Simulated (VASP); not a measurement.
# TePb (Fm-3m) in VASP: single point with PBE

Aim: the single point of TePb with PBE.

All numbers are computed with VASP 6.6.1; they aren't measurements. Logs are shortened: lines on timing, memory, paths and dates and some standing lists are left out, and cuts for length are marked.

**Measured values to compare with.**

A printed reference work, monograph reports, for a bulk crystal of TePb at 4.2 K: band gap 0.19 eV (direct).

The runs below are set against these values where they give the same quantity.

### Step 1. The cell of the first run

It takes space group Fm-3m (No. 225, cubic). The conventional cell has a = 6.462 Å, b = 6.462 Å, c = 6.462 Å, α = 90.00°, β = 90.00°, γ = 90.00°. Te (site symmetry m-3m) has 6 Pb at 3.23 Å within 4.3 Å. Pb (site symmetry m-3m) has 6 Te at 3.23 Å within 4.3 Å.

### Step 2. Single point, PBE

INCAR

```
PREC = Accurate
ENCUT = 500
EDIFF = 1E-6
ISMEAR = -1
SIGMA = 0.1
LREAL = False
LASPH = True
NELM = 120
ALGO = Normal
ISIF = 2
LWAVE = False
LCHARG = False
GGA = PE
NBANDS = 17
GGA_COMPAT = False
```

KPOINTS

```
Automatic mesh
0
Gamma
  6 6 6
```

POSCAR

```
TePb
1.0
    0.0000000000      3.2310000000      3.2310000000
    3.2310000000      0.0000000000      3.2310000000
    3.2310000000      3.2310000000      0.0000000000
Te Pb
1 1
Direct
    0.5000000000      0.5000000000      0.5000000000
    0.0000000000      0.0000000000      0.0000000000
```

Potentials or basis: VASP PAW PBE potentials, release 64 (Te, Pb_d).

The run is started by

```bash
> cat potpaw_PBE.64/Te/POTCAR potpaw_PBE.64/Pb_d/POTCAR > POTCAR
> mpirun -np 1 vasp_std > vasp.out
```

OUTCAR:

```text
PREC = Accurate
   ENCUT = 500
   EDIFF = 1E-6
   ISMEAR = -1
   LREAL = False
   LASPH = True
   NELM = 120
   ISIF = 2
   GGA = PE

 ion  position               nearest neighbor table
   1  0.500  0.500  0.500-   2 3.23   2 3.23   2 3.23   2 3.23   2 3.23   2 3.23
   2  0.000  0.000  0.000-   1 3.23   1 3.23   1 3.23   1 3.23   1 3.23   1 3.23

  LATTYP: Found a face centered cubic cell.
 ALAT       =     6.4620000000

  Lattice vectors:

 A1 = (   0.0000000000,   3.2310000000,   3.2310000000)
 A2 = (   3.2310000000,   0.0000000000,   3.2310000000)
 A3 = (   3.2310000000,   3.2310000000,   0.0000000000)

Analysis of symmetry for initial positions (statically):
=====================================================================
 Subroutine PRICEL returns:
 Original cell was already a primitive cell.

 Routine SETGRP: Setting up the symmetry group for a
 face centered cubic supercell.

 Subroutine GETGRP returns: Found 48 space group operations
 (whereof 48 operations were pure point group operations)
 out of a pool of 48 trial point group operations.

The static configuration has the point symmetry O_h .

Analysis of symmetry for dynamics (positions and initial velocities):
=====================================================================
 Subroutine PRICEL returns:
 Original cell was already a primitive cell.

 Routine SETGRP: Setting up the symmetry group for a
 face centered cubic supercell.

 Subroutine GETGRP returns: Found 48 space group operations
 (whereof 48 operations were pure point group operations)
 out of a pool of 48 trial point group operations.

The dynamic configuration has the point symmetry O_h .

 Subroutine INISYM returns: Found 48 space group operations
 (whereof 48 operations are pure point group operations),
 and found     1 'primitive' translations

----------------------------------------------------------------------------------------

                                     Primitive cell

  volume of cell :      67.4592

  direct lattice vectors                    reciprocal lattice vectors
     0.000000000  3.231000000  3.231000000    -0.154750851  0.154750851  0.154750851
     3.231000000  0.000000000  3.231000000     0.154750851 -0.154750851  0.154750851
     3.231000000  3.231000000  0.000000000     0.154750851  0.154750851 -0.154750851

  length of vectors
     4.569324020  4.569324020  4.569324020     0.268036337  0.268036337  0.268036337

  position of ions in fractional coordinates (direct lattice)
     0.500000000  0.500000000  0.500000000
     0.000000000  0.000000000  0.000000000

  ion indices of the primitive-cell ions
   primitive index   ion index
                 1           1
                 2           2

----------------------------------------------------------------------------------------

 KPOINTS: Automatic mesh

Automatic generation of k-mesh.
 Grid dimensions read from file:
 generate k-points for:    6    6    6

 Generating k-lattice:

  Cartesian coordinates                     Fractional coordinates (reciprocal lattice)
    -0.025791809  0.025791809  0.025791809     0.166666667  0.000000000  0.000000000
     0.025791809 -0.025791809  0.025791809     0.000000000  0.166666667  0.000000000
     0.025791809  0.025791809 -0.025791809     0.000000000  0.000000000  0.166666667

  Length of vectors
     0.044672723  0.044672723  0.044672723

  Shift w.r.t. Gamma in fractional coordinates (k-lattice)
     0.000000000  0.000000000  0.000000000

 Subroutine IBZKPT returns following result:
 ===========================================

 Found     16 irreducible k-points:

 Following reciprocal coordinates:
            Coordinates               Weight
  0.000000  0.000000  0.000000      1.000000
  0.166667  0.000000  0.000000      8.000000
  0.333333  0.000000  0.000000      8.000000
  0.500000  0.000000  0.000000      4.000000
  0.166667  0.166667  0.000000      6.000000
  0.333333  0.166667  0.000000     24.000000
[... 8 lines left out ...]
 -0.333333  0.333333  0.166667     24.000000
 -0.333333  0.500000  0.166667     12.000000
   k-points           NKPTS =     16   k-points in BZ     NKDIM =     16   number of bands    NBANDS=     17
   number of dos      NEDOS =    301   number of ions     NIONS =      2
   total plane-waves  NPLWV =  46656
   dimension x,y,z NGX =    36 NGY =   36 NGZ =   36
   dimension x,y,z NGXF=    72 NGYF=   72 NGZF=   72
   ions per type =               1   1
   NGX,Y,Z   is equivalent  to a cutoff of  13.10, 13.10, 13.10 a.u.
   NGXF,Y,Z  is equivalent  to a cutoff of  26.20, 26.20, 26.20 a.u.
 SYSTEM =  unknown system
   PREC   = accura    normal or accurate (medium, high low for compatibility)
   ISTART =      0    job   : 0-new  1-cont  2-samecut
   ICHARG =      2    charge: 1-file 2-atom 10-const
   ISPIN  =      1    spin polarized calculation?
   LNONCOLLINEAR =      F non collinear calculations
   LSORBIT =      F    spin-orbit coupling
   LASPH  =      T    aspherical Exc in radial PAW
   ENCUT  =  500.0 eV  36.75 Ry    6.06 a.u.   8.33  8.33  8.33*2*pi/ulx,y,z
   NELM   =    120;   NELMIN=  2; NELMDL= -5     # of ELM steps
   EDIFF  = 0.1E-05   stopping-criterion for ELM
   LREAL  =      F    real-space projection
   EDIFFG = 0.1E-04   stopping-criterion for IOM
   NSW    =      0    number of steps for IOM
   IBRION =     -1    ionic relax: 0-MD 1-quasi-New 2-CG
   NFREE  =      0    steps in history (QN), initial steepest desc. (CG)
   ISIF   =      2    stress and relaxation
   ISYM   =      2    0-nonsym 1-usesym 2-fastsym
   POTIM  = 0.5000    time-step for ionic-motion
   TEBEG  =    0.0;   TEEND  =   0.0 temperature during run
   PSTRESS=    0.0 pullay stress
   NELECT =      20.0000    total number of electrons
   NUPDOWN=      -1.0000    fix difference up-down
   EMIN   =  10.00;   EMAX   =-10.00  energy-range for DOS
   EFERMI =   0.00;   METHOD = LEGACY
   ISMEAR =    -1;   SIGMA  =   0.10  broadening in eV -4-tet -1-fermi 0-gaus
   EFERMI_NEDOS =   21; number of points for ismear=-14 and -15
   IALGO  =     38    algorithm
   IMIX   =      4    mixing-type and parameters
     AMIX     =   0.40;   BMIX     =  1.00
     AMIX_MAG =   1.60;   BMIX_MAG =  1.00
  volume/ion in A,a.u.               =      33.73       227.62
  Fermi-wavevector in a.u.,A,eV,Ry     =   1.091619  2.062861 16.213147  1.191633
  Thomas-Fermi vector in A             =   2.227868
   LORBIT       =      0    0 simple, 1 ext, 2 COOP (PROOUT), +10 PAW based schemes
   GGA     = PE    functional components
   LHFCALC =     F    Hartree Fock is set to
   AEXX    =    0.0000 exact exchange contribution
   IVDW    =     0    specifies the selected vdW correction
   LEPSILON=     F    determine dielectric tensor
   LRPA    =     F    only Hartree local field effects (RPA)
 non-spin polarized calculation
  energy-cutoff  :      500.00
  volume of cell :       67.46
 maximum number of plane-waves:      1736
 NGX is ok and might be reduce to    36
   NGX = 17   NGY = 17   NGZ = 17

 number of electron      20.0000003 magnetization

 Free energy of the ion-electron system (eV)
  ---------------------------------------------------
  ext. energy  EPLUGINS =         0.00000000
  ---------------------------------------------------
  free energy    TOTEN  =        -7.50235712 eV

  energy without entropy =       -7.50111762  energy(sigma->0) =       -7.50173737

 E-fermi :   6.0162     XC(G=0):  -9.3010

 val. band max:        5.6251015951   @ k =   0.5000   0.0000   0.0000
 cond. band min:       6.3602759974   @ k =   0.5000   0.0000   0.0000
 fundamental gap:      0.7351744023
 Fermi energy:         6.0162117781

 k-point     1 :       0.0000    0.0000    0.0000
  band No.  band energies     occupation
      1     -11.0975      2.00000
      2     -11.0975      2.00000
      3     -11.0883      2.00000
      4     -11.0883      2.00000
      5     -11.0883      2.00000
      6      -6.3947      2.00000
[... 9 lines left out ...]
     16      11.4203      0.00000
     17      12.9885      0.00000

 k-point     2 :       0.1667    0.0000    0.0000
  band No.  band energies     occupation
      1     -11.1008      2.00000
      2     -11.1008      2.00000
      3     -11.0876      2.00000
      4     -11.0844      2.00000
      5     -11.0844      2.00000
      6      -6.1582      2.00000
[... 9 lines left out ...]
     16      11.9273      0.00000
     17      14.6273      0.00000

 k-point     3 :       0.3333    0.0000    0.0000
  band No.  band energies     occupation
      1     -11.1085      2.00000
      2     -11.1085      2.00000
      3     -11.0864      2.00000
      4     -11.0755      2.00000
      5     -11.0755      2.00000
      6      -5.5127      2.00000
[... 9 lines left out ...]
     16      13.2849      0.00000
     17      16.6356      0.00000

 k-point     4 :       0.5000    0.0000    0.0000
  band No.  band energies     occupation
      1     -11.1125      2.00000
      2     -11.1125      2.00000
      3     -11.0860      2.00000
      4     -11.0709      2.00000
      5     -11.0709      2.00000
      6      -4.9598      2.00000
[... 9 lines left out ...]
     16      14.8655      0.00000
     17      14.8692      0.00000

 k-point     5 :       0.1667    0.1667    0.0000
  band No.  band energies     occupation
      1     -11.1089      2.00000
      2     -11.0948      2.00000
      3     -11.0908      2.00000
      4     -11.0822      2.00000
      5     -11.0822      2.00000
      6      -6.0803      2.00000
[... 9 lines left out ...]
     16      12.7562      0.00000
     17      13.6812      0.00000

 k-point     6 :       0.3333    0.1667    0.0000
  band No.  band energies     occupation
      1     -11.1199      2.00000
      2     -11.0979      2.00000
      3     -11.0900      2.00000
      4     -11.0766      2.00000
      5     -11.0738      2.00000
      6      -5.5741      2.00000
[... 9 lines left out ...]
     16      14.0816      0.00000
     17      15.3520      0.00000

 k-point     7 :       0.5000    0.1667    0.0000
  band No.  band energies     occupation
      1     -11.1231      2.00000
      2     -11.1055      2.00000
      3     -11.0849      2.00000
      4     -11.0742      2.00000
      5     -11.0693      2.00000
      6      -4.9173      2.00000
[... 9 lines left out ...]
     16      15.0345      0.00000
     17      15.5423      0.00000

 k-point     8 :      -0.3333    0.1667    0.0000
  band No.  band energies     occupation
      1     -11.1157      2.00000
      2     -11.1093      2.00000
      3     -11.0832      2.00000
      4     -11.0744      2.00000
      5     -11.0738      2.00000
      6      -5.1024      2.00000
[... 9 lines left out ...]
     16      14.4223      0.00000
     17      15.8903      0.00000

 k-point     9 :      -0.1667    0.1667    0.0000
  band No.  band energies     occupation
      1     -11.1069      2.00000
      2     -11.1045      2.00000
      3     -11.0866      2.00000
      4     -11.0815      2.00000
      5     -11.0775      2.00000
      6      -5.7827      2.00000
[... 9 lines left out ...]
     16      13.8181      0.00000
     17      14.1116      0.00000

 k-point    10 :       0.3333    0.3333    0.0000
  band No.  band energies     occupation
      1     -11.1402      2.00000
      2     -11.0957      2.00000
      3     -11.0892      2.00000
      4     -11.0692      2.00000
      5     -11.0692      2.00000
      6      -5.2677      2.00000
[... 9 lines left out ...]
     16      14.7518      0.00000
     17      15.5107      0.00000

 k-point    11 :       0.5000    0.3333    0.0000
  band No.  band energies     occupation
      1     -11.1471      2.00000
      2     -11.0933      2.00000
      3     -11.0922      2.00000
      4     -11.0672      2.00000
      5     -11.0652      2.00000
      6      -4.7936      2.00000
[... 9 lines left out ...]
     16      15.6648      0.00000
     17      16.5027      0.00000

 k-point    12 :      -0.3333    0.3333    0.0000
  band No.  band energies     occupation
      1     -11.1343      2.00000
      2     -11.1014      2.00000
      3     -11.0838      2.00000
      4     -11.0736      2.00000
      5     -11.0685      2.00000
      6      -4.6649      2.00000
[... 9 lines left out ...]
     16      13.9879      0.00000
     17      15.9554      0.00000

 k-point    13 :       0.5000    0.5000    0.0000
  band No.  band energies     occupation
      1     -11.1596      2.00000
      2     -11.0982      2.00000
      3     -11.0864      2.00000
      4     -11.0623      2.00000
      5     -11.0623      2.00000
      6      -4.7116      2.00000
[... 9 lines left out ...]
     16      16.5657      0.00000
     17      16.6765      0.00000

 k-point    14 :       0.5000    0.3333    0.1667
  band No.  band energies     occupation
      1     -11.1307      2.00000
      2     -11.0994      2.00000
      3     -11.0881      2.00000
      4     -11.0729      2.00000
      5     -11.0694      2.00000
      6      -5.0446      2.00000
[... 9 lines left out ...]
     16      14.6863      0.00000
     17      15.1798      0.00000

 k-point    15 :      -0.3333    0.3333    0.1667
  band No.  band energies     occupation
      1     -11.1339      2.00000
      2     -11.1022      2.00000
      3     -11.0811      2.00000
      4     -11.0787      2.00000
      5     -11.0658      2.00000
      6      -4.6642      2.00000
[... 9 lines left out ...]
     16      15.8844      0.00000
     17      16.0670      0.00000

 k-point    16 :      -0.3333    0.5000    0.1667
  band No.  band energies     occupation
      1     -11.1468      2.00000
      2     -11.0951      2.00000
      3     -11.0896      2.00000
      4     -11.0717      2.00000
      5     -11.0623      2.00000
      6      -4.5979      2.00000
[... 9 lines left out ...]
     16      16.3396      0.00000
     17      17.1807      0.00000

------------------------ aborting loop because EDIFF is reached ----------------------------------------

  FORCE on cell =-STRESS in cart. coord.  units (eV):
  Direction    XX          YY          ZZ          XY          YZ          ZX
  --------------------------------------------------------------------------------------
  -------------------------------------------------------------------------------------
  Total        0.8739639      0.8739639      0.8739639      0.0000000     -0.0000000      0.0000000
  in kB       20.7569349     20.7569349     20.7569349      0.0000000     -0.0000000      0.0000000
  external PRESSURE =      20.7569349 kB  Pullay stress =       0.0000000 kB

 VOLUME and BASIS-vectors are now :
 -----------------------------------------------------------------------------
  energy-cutoff  :      500.00
  volume of cell :       67.46
      direct lattice vectors                 reciprocal lattice vectors
     0.000000000  3.231000000  3.231000000    -0.154750851  0.154750851  0.154750851
     3.231000000  0.000000000  3.231000000     0.154750851 -0.154750851  0.154750851
     3.231000000  3.231000000  0.000000000     0.154750851  0.154750851 -0.154750851

 POSITION                                       TOTAL-FORCE (eV/Angst)
 -----------------------------------------------------------------------------------
      3.23100      3.23100      3.23100         0.000000      0.000000     -0.000000
      0.00000      0.00000      0.00000         0.000000      0.000000      0.000000
 -----------------------------------------------------------------------------------
    total drift:                               -0.000000      0.000000      0.000000

  FREE ENERGIE OF THE ION-ELECTRON SYSTEM (eV)
  ---------------------------------------------------
  free  energy   TOTEN  =        -7.5023571239 eV

  energy  without entropy=       -7.5011176152  energy(sigma->0) =       -7.50173737
```

Wall time 23 s (1 thread of Intel Xeon 6975P-C (Granite Rapids), shared host); peak memory 0.2 GiB.

Results:

```
Free energy            : -7.5024 eV
Pressure               : 2.1 GPa
Band gap on the k mesh : 0.74 eV, direct
```

Caveat: spin-orbit coupling is left out, which moves the levels of the heavy elements.

### Step 3. Against experiment

Step 2. Against the measured gap of TePb, 0.19 eV (direct; 4.2 K; a printed reference work, monograph), the calculated 0.74 eV is off by +0.55 eV. Spin-orbit coupling on Pb, Te is left out. The value is that of PBE on a finite k mesh, which can miss the band edges, without temperature or zero-point motion.
